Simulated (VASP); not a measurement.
This VASP 6.6.1 run on Sb needs a look.

The input INCAR:

```
SYSTEM = Sb
  AGGAC = 1.0
  AGGAX = 1.0
  ALDAC = 0.0
  ALDAX = 1.0
  ALGO = None
  EDIFF = 1E-8
  EDIFFG = -0.002
  ENCUT = 600
  GGA = B5
  IBRION = 2
  ISIF = 3
  ISMEAR = 0
  ISPIN = 2
  IVDW = 12
  LASPH = .TRUE.
  LCHARG = .FALSE.
  LORBIT = 11
  LREAL = .FALSE.
  LWAVE = .FALSE.
  MAGMOM = 0.5
  NELM = 88
  NSW = 40
  PREC = Accurate
  SIGMA = 0.1
  VDW_A1 = 0.4298
  VDW_A2 = 4.2359
  VDW_S6 = 1.0
  VDW_S8 = 2.6996
```

KPOINTS

```
k-points
0
G
  6 6 6
  0 0 0
```

The input POSCAR:

```
Sb
3.16
    1.000000000000      0.000000000000      0.000000000000
    0.000000000000      1.000000000000      0.000000000000
    0.000000000000      0.000000000000      1.000000000000
Sb
1
Direct
    0.0000000000      0.0000000000      0.0000000000
```

Potentials or basis: VASP PAW PBE potentials, release 64 (Sb).

Run with:

```bash
$ cat potpaw_PBE.64/Sb/POTCAR > POTCAR
$ mpirun -np 1 vasp_std > vasp.out
```

OUTCAR:

```text
SYSTEM = Sb
   EDIFF = 1E-8
   EDIFFG = -0.002
   ENCUT = 600
   GGA = B5
   IBRION = 2
   ISIF = 3
   ISMEAR = 0
   ISPIN = 2
   IVDW = 12
   LASPH = .TRUE.
   LORBIT = 11
   LREAL = .FALSE.
   NELM = 88
   NSW = 40
   PREC = Accurate
 IVDW          = 12

 ion  position               nearest neighbor table
   1  0.000  0.000  0.000-

  LATTYP: Found a simple cubic cell.
 ALAT       =     3.1600000000

  Lattice vectors:

[... 1370 lines left out ...]
  -------------------------------------------------------------------------------------
  Total      -0.10092    -0.10092    -0.10092     0.00000     0.00000    -0.00000
  in kB      -0.23544    -0.23544    -0.23544     0.00000     0.00000    -0.00000
  external pressure =       -0.24 kB  Pullay stress =        0.00 kB

 VOLUME and BASIS-vectors are now :
 -----------------------------------------------------------------------------
  energy-cutoff  :      600.00
  volume of cell :      686.76
      direct lattice vectors                 reciprocal lattice vectors
     8.822691754 -0.000000000  0.000000000     0.113344094 -0.000000000 -0.000000000
     0.000000000  8.822691754 -0.000000000     0.000000000  0.113344094  0.000000000
     0.000000000 -0.000000000  8.822691754    -0.000000000  0.000000000  0.113344094

 POSITION                                       TOTAL-FORCE (eV/Angst)
 -----------------------------------------------------------------------------------
      0.00000      0.00000      0.00000         0.000000     -0.000000      0.000000
 -----------------------------------------------------------------------------------
    total drift:                                0.000000      0.000000     -0.000000

  FREE ENERGIE OF THE ION-ELECTRON SYSTEM (eV)
  ---------------------------------------------------
  free  energy   TOTEN  =        56.9218845570 eV

  energy  without entropy=       56.9272181250  energy(sigma->0) =       56.92455134

 total charge

# of ion       s       p       d       tot
------------------------------------------
    1        0.696   0.006   0.003   0.705

 magnetization (x)

# of ion       s       p       d       tot
------------------------------------------
    1        0.008  -0.000  -0.000   0.008
```

On the terminal:

```text
POSCAR found type information on POSCAR Sb
 POSCAR found :  1 types and       1 ions
[... 100 lines left out ...]
|           W    W    AA    RRRRR   N    N  II  N    N   GGGG   !!!           |
|           W    W   A  A
```

Question: What happened, and what is wrong with the input?

Answer: The run was cut off at its time limit. The input holds a flaw that was put in on purpose: no self-consistency without orbitals (ALGO = None).
